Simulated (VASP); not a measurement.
# Ga (P2_1/m) in VASP: notebook

One crystal, Ga, is run at these levels: r2SCAN, PBEsol; tasks: single point, relaxation of cell and atoms.

All numbers are computed with VASP 6.6.1; they aren't measurements. Logs are shortened: lines on timing, memory, paths and dates and some standing lists are left out, and cuts for length are marked.

**1. The crystal as given**

It takes space group P2_1/m (No. 11, monoclinic). Conventional cell: a = 2.778 Å, b = 3.282 Å, c = 4.210 Å, α = 90.00°, β = 108.61°, γ = 90.00°. Ga (site symmetry m) has 8 Ga at 2.71 to 2.84 Å as nearest neighbours.

This isn't the form of Ga at room conditions, which is orthorhombic.

**2. Single point, r2SCAN**

INCAR

```
SYSTEM = Ga
PREC = Accurate ; ENCUT = 400
EDIFF = 1E-5 ; ISMEAR = -1
SIGMA = 0.2 ; LREAL = .FALSE.
LASPH = .TRUE. ; NELM = 100
ALGO = Normal ; ISIF = 2
LWAVE = .FALSE. ; LCHARG = .FALSE.
METAGGA = R2SCAN ; LMIXTAU = .TRUE.
ADDGRID = .FALSE.
```

KPOINTS

```
Automatic mesh
0
G
  7 6 5
  0 0 0
```

POSCAR

```
Ga
1.0
    2.7784220849      0.0000000000      0.0000000000
    0.0000000000      3.2816087900      0.0000000000
   -1.3434310986      0.0000000000      3.9902731763
Ga
2
Direct
    0.1345962700      0.7500000000      0.7701668300
    0.8654037300      0.2500000000      0.2298331700
```

Potentials or basis: VASP PAW PBE potentials, release 64 (Ga_d).

Run with:

```console
$ cat potpaw_PBE.64/Ga_d/POTCAR > POTCAR
$ mpirun -np 1 vasp_std > vasp.out
```

OUTCAR:

```text
SYSTEM = Ga
   PREC = Accurate
   ENCUT = 400
   EDIFF = 1E-5
   ISMEAR = -1
   LREAL = .FALSE.
   LASPH = .TRUE.
   NELM = 100
   ISIF = 2
   METAGGA = R2SCAN

 Found     72 irreducible k-points:

 Following reciprocal coordinates:
            Coordinates               Weight
  0.000000  0.000000  0.000000      1.000000
  0.142857  0.000000 -0.000000      2.000000
  0.285714  0.000000 -0.000000      2.000000
  0.428571  0.000000 -0.000000      2.000000
  0.000000  0.166667  0.000000      2.000000
  0.142857  0.166667 -0.000000      4.000000
   k-points           NKPTS =     72   k-points in BZ     NKDIM =     72   number of bands    NBANDS=     17
   number of dos      NEDOS =    301   number of ions     NIONS =      2
   total plane-waves  NPLWV =  12096
   dimension x,y,z NGX =    18 NGY =   24 NGZ =   28
   dimension x,y,z NGXF=    36 NGYF=   48 NGZF=   56
   ions per type =               2
   NGX,Y,Z   is equivalent  to a cutoff of  10.77, 12.16, 11.06 a.u.
   NGXF,Y,Z  is equivalent  to a cutoff of  21.54, 24.32, 22.11 a.u.
 SYSTEM =  Ga
   PREC   = accura    normal or accurate (medium, high low for compatibility)
   ISTART =      0    job   : 0-new  1-cont  2-samecut
   ICHARG =      2    charge: 1-file 2-atom 10-const
   ISPIN  =      1    spin polarized calculation?
   LNONCOLLINEAR =      F non collinear calculations
   LSORBIT =      F    spin-orbit coupling
   LASPH  =      T    aspherical Exc in radial PAW
   ENCUT  =  400.0 eV  29.40 Ry    5.42 a.u.   4.53  5.35  6.87*2*pi/ulx,y,z
   NELM   =    100;   NELMIN=  2; NELMDL= -5     # of ELM steps
   EDIFF  = 0.1E-04   stopping-criterion for ELM
   LREAL  =      F    real-space projection
   EDIFFG = 0.1E-03   stopping-criterion for IOM
   NSW    =      0    number of steps for IOM
   IBRION =     -1    ionic relax: 0-MD 1-quasi-New 2-CG
   NFREE  =      0    steps in history (QN), initial steepest desc. (CG)
   ISIF   =      2    stress and relaxation
   ISYM   =      2    0-nonsym 1-usesym 2-fastsym
   POTIM  = 0.5000    time-step for ionic-motion
   TEBEG  =    0.0;   TEEND  =   0.0 temperature during run
   PSTRESS=    0.0 pullay stress
   NELECT =      26.0000    total number of electrons
   NUPDOWN=      -1.0000    fix difference up-down
   EMIN   =  10.00;   EMAX   =-10.00  energy-range for DOS
   EFERMI =   0.00;   METHOD = LEGACY
   ISMEAR =    -1;   SIGMA  =   0.20  broadening in eV -4-tet -1-fermi 0-gaus
   EFERMI_NEDOS =   21; number of points for ismear=-14 and -15
   IALGO  =     38    algorithm
   IMIX   =      4    mixing-type and parameters
     AMIX     =   0.40;   BMIX     =  1.00
     AMIX_MAG =   1.60;   BMIX_MAG =  1.00
  volume/ion in A,a.u.               =      18.19       122.76
  Fermi-wavevector in a.u.,A,eV,Ry     =   1.463648  2.765894 29.147302  2.142266
  Thomas-Fermi vector in A             =   2.579718
   LORBIT       =      0    0 simple, 1 ext, 2 COOP (PROOUT), +10 PAW based schemes
   METAGGA = R2SCAN    functional components
   LHFCALC =     F    Hartree Fock is set to
   AEXX    =    0.0000 exact exchange contribution
   IVDW    =     0    specifies the selected vdW correction
   LEPSILON=     F    determine dielectric tensor
   LRPA    =     F    only Hartree local field effects (RPA)
 non-spin polarized calculation
  energy-cutoff  :      400.00
  volume of cell :       36.38
 maximum number of plane-waves:       672
 NGX is ok and might be reduce to    18
   NGX =  9   NGY = 11   NGZ = 13

 number of electron      26.0000017 magnetization

 Free energy of the ion-electron system (eV)
  ---------------------------------------------------
  ext. energy  EPLUGINS =         0.00000000
  ---------------------------------------------------
  free energy    TOTEN  =       -22.72598887 eV

  energy without entropy =      -22.62350783  energy(sigma->0) =      -22.67474835

 E-fermi :   5.7937     XC(G=0): -12.2563

 val. band max:        5.7769881485   @ k =  -0.2857   0.1667   0.4000
 cond. band min:       5.8175510149   @ k =  -0.1429   0.3333   0.4000
 fundamental gap:      0.0405628664
 Fermi energy:         5.7937463000

 k-point     1 :       0.0000    0.0000    0.0000
  band No.  band energies     occupation
      1      -9.9898      2.00000
      2      -9.9778      2.00000
      3      -9.9170      2.00000
      4      -9.9091      2.00000
      5      -9.6372      2.00000
      6      -9.6363      2.00000
[... 9 lines left out ...]
     16      15.4395      0.00000
     17      16.6392      0.00000

 k-point     2 :       0.1429    0.0000   -0.0000
  band No.  band energies     occupation
      1      -9.9628      2.00000
      2      -9.9571      2.00000
      3      -9.8829      2.00000
      4      -9.8277      2.00000
      5      -9.6732      2.00000
      6      -9.6652      2.00000
[... 9 lines left out ...]
     16      12.2125      0.00000
     17      13.1993      0.00000

 k-point     3 :       0.2857    0.0000   -0.0000
  band No.  band energies     occupation
      1      -9.9332      2.00000
      2      -9.9041      2.00000
      3      -9.8087      2.00000
      4      -9.7736      2.00000
      5      -9.7567      2.00000
      6      -9.6421      2.00000
[... 9 lines left out ...]
     16       9.8409      0.00000
     17      13.5462      0.00000

 k-point     4 :       0.4286    0.0000   -0.0000
  band No.  band energies     occupation
      1      -9.9149      2.00000
      2      -9.9035      2.00000
      3      -9.8291      2.00000
      4      -9.8088      2.00000
      5      -9.7851      2.00000
      6      -9.6530      2.00000
[... 9 lines left out ...]
     16      11.7207      0.00000
     17      15.4787      0.00000

 k-point     5 :       0.0000    0.1667    0.0000
  band No.  band energies     occupation
      1     -10.0046      2.00000
      2      -9.9375      2.00000
      3      -9.9117      2.00000
      4      -9.8679      2.00000
      5      -9.6790      2.00000
      6      -9.6749      2.00000
[... 9 lines left out ...]
     16      14.4827      0.00000
     17      15.2988      0.00000

 k-point     6 :       0.1429    0.1667   -0.0000
  band No.  band energies     occupation
      1      -9.9746      2.00000
      2      -9.9100      2.00000
      3      -9.8682      2.00000
      4      -9.8115      2.00000
      5      -9.7301      2.00000
      6      -9.6868      2.00000
[... 9 lines left out ...]
     16      13.0810      0.00000
     17      14.0923      0.00000

 [... further k-points ...]

------------------------ aborting loop because EDIFF is reached ----------------------------------------

  FORCE on cell =-STRESS in cart. coord.  units (eV):
  Direction    XX          YY          ZZ          XY          YZ          ZX
  --------------------------------------------------------------------------------------
  -------------------------------------------------------------------------------------
  Total        0.0214355      0.2770644     -0.3731553      0.0000000      0.0000000     -0.0585325
  in kB        0.9439652     12.2012333    -16.4328346      0.0000000      0.0000000     -2.5776280
  external PRESSURE =      -1.0958787 kB  Pullay stress =       0.0000000 kB

 VOLUME and BASIS-vectors are now :
 -----------------------------------------------------------------------------
  energy-cutoff  :      400.00
  volume of cell :       36.38
      direct lattice vectors                 reciprocal lattice vectors
     2.778422085  0.000000000  0.000000000     0.359916517  0.000000000  0.121175424
     0.000000000  3.281608790  0.000000000     0.000000000  0.304728584  0.000000000
    -1.343431099  0.000000000  3.990273176     0.000000000  0.000000000  0.250609408

 POSITION                                       TOTAL-FORCE (eV/Angst)
 -----------------------------------------------------------------------------------
     -0.66070      2.46121      3.07318        -0.011474      0.000000     -0.113768
      2.09569      0.82040      0.91710         0.011474     -0.000000      0.113768
 -----------------------------------------------------------------------------------
    total drift:                               -0.000000     -0.000000      0.000000

  FREE ENERGIE OF THE ION-ELECTRON SYSTEM (eV)
  ---------------------------------------------------
  free  energy   TOTEN  =       -22.7259888708 eV

  energy  without entropy=      -22.6235078326  energy(sigma->0) =      -22.67474835
```

stdout:

```text
POSCAR found type information on POSCAR Ga
 POSCAR found :  1 types and       2 ions
 scaLAPACK will be used
 -----------------------------------------------------------------------------
|                                                                             |
|                                                                             |
|     You enforced a specific xc type in the INCAR file but a different       |
|     I HOPE YOU KNOW WHAT YOU ARE DOING!                                     |
|                                                                             |
 -----------------------------------------------------------------------------

 LDA part: xc-table for (None), standard interpolation
 POSCAR, INCAR and KPOINTS ok, starting setup
 FFT: planning ... GRIDC
 FFT: planning ... GRID_SOFT
 FFT: planning ... GRID
 WAVECAR not read
 entering main loop
```

Run time: 48 s. Hardware: 1 thread of Intel Xeon 6975P-C (Granite Rapids), shared host; peak memory 0.15 GiB.

The run converged, but some of its settings lie outside the range that counts as converged, so its numbers aren't taken as properties of the crystal.

What came out:

```yaml
Free_energy: -22.7260 eV
Pressure: -0.1 GPa
Largest_force: 0.114 eV/Å
Band_gap_on_the_k_mesh: none (metal or under the smearing width)
```

Caveat: the PAW data sets were made with another functional, which shifts forces and pressure a little.

**3. Single point, r2SCAN**

INCAR

```
SYSTEM = Ga
PREC = Accurate ; ENCUT = 400
EDIFF = 1E-6 ; ISMEAR = -1
SIGMA = 0.2 ; LREAL = .FALSE.
LASPH = .TRUE. ; NELM = 100
ALGO = Normal ; ISIF = 2
LWAVE = .FALSE. ; LCHARG = .FALSE.
METAGGA = R2SCAN ; LMIXTAU = .TRUE.
ADDGRID = .TRUE.
```

KPOINTS is that of step 2.

POSCAR is that of step 2.

Potentials or basis: VASP PAW PBE potentials, release 64 (Ga_d).

Run with:

```console
$ cat potpaw_PBE.64/Ga_d/POTCAR > POTCAR
$ mpirun -np 1 vasp_std > vasp.out
```

OUTCAR:

```text
SYSTEM = Ga
   PREC = Accurate
   ENCUT = 400
   EDIFF = 1E-6
   ISMEAR = -1
   LREAL = .FALSE.
   LASPH = .TRUE.
   NELM = 100
   ISIF = 2
   METAGGA = R2SCAN

 Found     72 irreducible k-points:

 Following reciprocal coordinates:
            Coordinates               Weight
  0.000000  0.000000  0.000000      1.000000
  0.142857  0.000000 -0.000000      2.000000
  0.285714  0.000000 -0.000000      2.000000
  0.428571  0.000000 -0.000000      2.000000
  0.000000  0.166667  0.000000      2.000000
  0.142857  0.166667 -0.000000      4.000000
   k-points           NKPTS =     72   k-points in BZ     NKDIM =     72   number of bands    NBANDS=     17
   number of dos      NEDOS =    301   number of ions     NIONS =      2
   total plane-waves  NPLWV =  12096
   dimension x,y,z NGX =    18 NGY =   24 NGZ =   28
   dimension x,y,z NGXF=    36 NGYF=   48 NGZF=   56
   ions per type =               2
   NGX,Y,Z   is equivalent  to a cutoff of  10.77, 12.16, 11.06 a.u.
   NGXF,Y,Z  is equivalent  to a cutoff of  21.54, 24.32, 22.11 a.u.
 SYSTEM =  Ga
   PREC   = accura    normal or accurate (medium, high low for compatibility)
   ISTART =      0    job   : 0-new  1-cont  2-samecut
   ICHARG =      2    charge: 1-file 2-atom 10-const
   ISPIN  =      1    spin polarized calculation?
   LNONCOLLINEAR =      F non collinear calculations
   LSORBIT =      F    spin-orbit coupling
   LASPH  =      T    aspherical Exc in radial PAW
   ENCUT  =  400.0 eV  29.40 Ry    5.42 a.u.   4.53  5.35  6.87*2*pi/ulx,y,z
   NELM   =    100;   NELMIN=  2; NELMDL= -5     # of ELM steps
   EDIFF  = 0.1E-05   stopping-criterion for ELM
   LREAL  =      F    real-space projection
   EDIFFG = 0.1E-04   stopping-criterion for IOM
   NSW    =      0    number of steps for IOM
   IBRION =     -1    ionic relax: 0-MD 1-quasi-New 2-CG
   NFREE  =      0    steps in history (QN), initial steepest desc. (CG)
   ISIF   =      2    stress and relaxation
   ISYM   =      2    0-nonsym 1-usesym 2-fastsym
   POTIM  = 0.5000    time-step for ionic-motion
   TEBEG  =    0.0;   TEEND  =   0.0 temperature during run
   PSTRESS=    0.0 pullay stress
   NELECT =      26.0000    total number of electrons
   NUPDOWN=      -1.0000    fix difference up-down
   EMIN   =  10.00;   EMAX   =-10.00  energy-range for DOS
   EFERMI =   0.00;   METHOD = LEGACY
   ISMEAR =    -1;   SIGMA  =   0.20  broadening in eV -4-tet -1-fermi 0-gaus
   EFERMI_NEDOS =   21; number of points for ismear=-14 and -15
   IALGO  =     38    algorithm
   IMIX   =      4    mixing-type and parameters
     AMIX     =   0.40;   BMIX     =  1.00
     AMIX_MAG =   1.60;   BMIX_MAG =  1.00
  volume/ion in A,a.u.               =      18.19       122.76
  Fermi-wavevector in a.u.,A,eV,Ry     =   1.463648  2.765894 29.147302  2.142266
  Thomas-Fermi vector in A             =   2.579718
   LORBIT       =      0    0 simple, 1 ext, 2 COOP (PROOUT), +10 PAW based schemes
   METAGGA = R2SCAN    functional components
   LHFCALC =     F    Hartree Fock is set to
   AEXX    =    0.0000 exact exchange contribution
   IVDW    =     0    specifies the selected vdW correction
   LEPSILON=     F    determine dielectric tensor
   LRPA    =     F    only Hartree local field effects (RPA)
 non-spin polarized calculation
  energy-cutoff  :      400.00
  volume of cell :       36.38
 maximum number of plane-waves:       672
 NGX is ok and might be reduce to    18
   NGX =  9   NGY = 11   NGZ = 13

 number of electron      26.0000001 magnetization

 Free energy of the ion-electron system (eV)
  ---------------------------------------------------
  ext. energy  EPLUGINS =         0.00000000
  ---------------------------------------------------
  free energy    TOTEN  =       -22.72629768 eV

  energy without entropy =      -22.62381699  energy(sigma->0) =      -22.67505734

 E-fermi :   5.7938     XC(G=0): -12.2564

 val. band max:        5.7770029452   @ k =  -0.2857   0.1667   0.4000
 cond. band min:       5.8175449770   @ k =  -0.1429   0.3333   0.4000
 fundamental gap:      0.0405420318
 Fermi energy:         5.7937722576

 k-point     1 :       0.0000    0.0000    0.0000
  band No.  band energies     occupation
      1      -9.9894      2.00000
      2      -9.9774      2.00000
      3      -9.9165      2.00000
      4      -9.9086      2.00000
      5      -9.6369      2.00000
      6      -9.6358      2.00000
[... 9 lines left out ...]
     16      15.4395      0.00000
     17      16.6338      0.00000
[... 81 lines left out ...]
 k-point     6 :       0.1429    0.1667   -0.0000
  band No.  band energies     occupation
      1      -9.9742      2.00000
      2      -9.9096      2.00000
      3      -9.8677      2.00000
      4      -9.8111      2.00000
      5      -9.7297      2.00000
      6      -9.6864      2.00000
[... 9 lines left out ...]
     16      13.0810      0.00000
     17      14.0920      0.00000

 [... further k-points ...]

------------------------ aborting loop because EDIFF is reached ----------------------------------------

  FORCE on cell =-STRESS in cart. coord.  units (eV):
  Direction    XX          YY          ZZ          XY          YZ          ZX
  --------------------------------------------------------------------------------------
  -------------------------------------------------------------------------------------
  Total       -0.0242444      0.2300453     -0.4205295      0.0000000      0.0000000     -0.0589036
  in kB       -1.0676621     10.1306279    -18.5190814      0.0000000      0.0000000     -2.5939670
  external PRESSURE =      -3.1520385 kB  Pullay stress =       0.0000000 kB

 VOLUME and BASIS-vectors are now :
 -----------------------------------------------------------------------------
  energy-cutoff  :      400.00
  volume of cell :       36.38
      direct lattice vectors                 reciprocal lattice vectors
     2.778422085  0.000000000  0.000000000     0.359916517  0.000000000  0.121175424
     0.000000000  3.281608790  0.000000000     0.000000000  0.304728584  0.000000000
    -1.343431099  0.000000000  3.990273176     0.000000000  0.000000000  0.250609408

 POSITION                                       TOTAL-FORCE (eV/Angst)
 -----------------------------------------------------------------------------------
     -0.66070      2.46121      3.07318        -0.011493     -0.000000     -0.114339
      2.09569      0.82040      0.91710         0.011493      0.000000      0.114339
 -----------------------------------------------------------------------------------
    total drift:                               -0.000000     -0.000000      0.000000

  FREE ENERGIE OF THE ION-ELECTRON SYSTEM (eV)
  ---------------------------------------------------
  free  energy   TOTEN  =       -22.7262976811 eV

  energy  without entropy=      -22.6238169936  energy(sigma->0) =      -22.67505734
```

OSZICAR:

```text
N       E                     dE             d eps       ncg     rms          rms(c)
DAV:   1     0.845425193460E+02    0.84543E+02   -0.12470E+04  2545   0.259E+03
DAV:   2    -0.187014081992E+02   -0.10324E+03   -0.10191E+03  2592   0.339E+02
DAV:   3    -0.251086064484E+02   -0.64072E+01   -0.63727E+01  2839   0.852E+01
DAV:   4    -0.251857687759E+02   -0.77162E-01   -0.77039E-01  3034   0.101E+01
DAV:   5    -0.251871387029E+02   -0.13699E-02   -0.13698E-02  2941   0.122E+00    0.144E+00
DAV:   6    -0.227433801846E+02    0.24438E+01   -0.72860E-01  2615   0.153E+01    0.825E-01
DAV:   7    -0.224480585806E+02    0.29532E+00   -0.37602E-01  2705   0.601E+00    0.419E-01
DAV:   8    -0.227175879870E+02   -0.26953E+00   -0.17158E-01  2535   0.310E+00    0.247E-01
DAV:   9    -0.227199905962E+02   -0.24026E-02   -0.14705E-02  2648   0.123E+00    0.722E-02
DAV:  10    -0.227247864280E+02   -0.47958E-02   -0.76505E-03  2535   0.117E+00    0.272E-02
DAV:  11    -0.227257444742E+02   -0.95805E-03   -0.47866E-03  2572   0.528E-01    0.333E-02
DAV:  12    -0.227260719737E+02   -0.32750E-03   -0.18594E-04  2651   0.134E-01    0.251E-02
DAV:  13    -0.227262576009E+02   -0.18563E-03   -0.61190E-04  2573   0.220E-01    0.383E-03
DAV:  14    -0.227262882034E+02   -0.30603E-04   -0.34496E-05  2533   0.457E-02    0.185E-03
DAV:  15    -0.227262909371E+02   -0.27337E-05   -0.13243E-06  2204   0.145E-02    0.159E-03
DAV:  16    -0.227262953852E+02   -0.44481E-05   -0.16371E-06  1678   0.178E-02    0.119E-03
DAV:  17    -0.227262976028E+02   -0.22176E-05   -0.64098E-07  1333   0.853E-03    0.657E-04
DAV:  18    -0.227262976811E+02   -0.78314E-07   -0.12303E-07  1278   0.340E-03
   1 F= -.22726298E+02 E0= -.22675057E+02  d E =-.102481E+00
```

stdout:

```text
POSCAR found type information on POSCAR Ga
 POSCAR found :  1 types and       2 ions
 scaLAPACK will be used
 -----------------------------------------------------------------------------
|                                                                             |
|                                                                             |
|     You enforced a specific xc type in the INCAR file but a different       |
|     I HOPE YOU KNOW WHAT YOU ARE DOING!                                     |
|                                                                             |
 -----------------------------------------------------------------------------

 LDA part: xc-table for (None), standard interpolation
 POSCAR, INCAR and KPOINTS ok, starting setup
 FFT: planning ... GRIDC
 FFT: planning ... GRID_SOFT
 FFT: planning ... GRID
 WAVECAR not read
 entering main loop
```

Wall time 57 s (1 thread of Intel Xeon 6975P-C (Granite Rapids), shared host); peak memory 0.19 GiB.

The run converged, but some of its settings lie outside the range that counts as converged, so its numbers aren't taken as properties of the crystal.

Results:

```yaml
Free_energy: -22.7263 eV
Pressure: -0.3 GPa
Largest_force: 0.115 eV/Å
Band_gap_on_the_k_mesh: none (metal or under the smearing width)
```

Caveat: the PAW data sets were made with another functional, which shifts forces and pressure a little.

[end of part 1 of 2]
